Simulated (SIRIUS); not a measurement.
Write the native input for SIRIUS 7.10.0 that does the following.

| Property | Result |
| --- | --- |
| Task | single point |
| Functional | PBE |
| Potentials or basis | PseudoDojo 0.4 PBE stringent (scalar relativistic) |
| Cutoff | 490 eV |
| Density cutoff | 1959 eV |
| k mesh | 13 × 13 × 13 |
| Occupations | fermi-dirac, width 0.05 eV |
| Spin | no spin polarisation |
| Libxc names | ["XC_GGA_X_PBE", "XC_GGA_C_PBE"] |
| Energy tol | 1e-08 Ha |
| Density tol | 1e-06 |
| Mixer | anderson |
| Mixing beta | 0.7 |
| Max scf | 100 |
| Radial cutoff for the potentials' integrals | 6.5 bohr |

The system is Si.

```
Si
1.0
    -1.62691    1.62691    1.32033
     1.62691   -1.62691    1.32033
     1.62691    1.62691   -1.32033
Si
1
Direct
  0.00000 0.00000 0.00000
```

This isn't the form of Si at room conditions, which is diamond.

One way to write it, as run:

sirius.json

```json
{
  "control": {
    "processing_unit": "cpu",
    "verbosity": 2,
    "num_bands_to_print": 8,
    "print_forces": true,
    "print_stress": true
  },
  "parameters": {
    "electronic_structure_method": "pseudopotential",
    "xc_functionals": ["XC_GGA_X_PBE", "XC_GGA_C_PBE"],
    "gk_cutoff": 6.0,
    "pw_cutoff": 12.0,
    "ngridk": [13, 13, 13],
    "shiftk": [0, 0, 0],
    "smearing": "fermi_dirac",
    "smearing_width": 0.0018374661,
    "num_bands": 8,
    "num_mag_dims": 0,
    "num_dft_iter": 100,
    "energy_tol": 1e-08,
    "density_tol": 1e-06
  },
  "iterative_solver": {
    "type": "davidson",
    "min_tolerance": 1e-09,
    "tolerance_scale": [0.1, 0.25]
  },
  "mixer": {
    "type": "anderson",
    "beta": 0.7,
    "max_history": 8
  },
  "settings": {
    "tol_ne": 1e-10,
    "pseudo_grid_cutoff": 6.5
  },
  "unit_cell": {
    "lattice_vectors": [
      [-3.074423645765, 3.074423645765, 2.495061810668],
      [3.074423645765, -3.074423645765, 2.495061810668],
      [3.074423645765, 3.074423645765, -2.495061810668]
    ],
    "atom_coordinate_units": "lattice",
    "atom_types": ["Si"],
    "atom_files": {
      "Si": "Si.json"
    },
    "atoms": {
      "Si": [
        [0.0, 0.0, 0.0]
      ]
    }
  }
}
```

Potentials or basis: PseudoDojo 0.4 PBE stringent (scalar relativistic).

Run with:

```sh
$ upf_to_json Si.upf
$ OMP_NUM_THREADS=1 sirius.scf --input=sirius.json --output=out.json --task=0
```

It gave:

```yaml
Pressure: 3.5 GPa
Band_gap_on_the_k_mesh: none (metal or under the smearing width)
```

Run time: 9.8 s on 1 thread of Arm Neoverse V2 (shared host), peak memory 0.21 GiB.
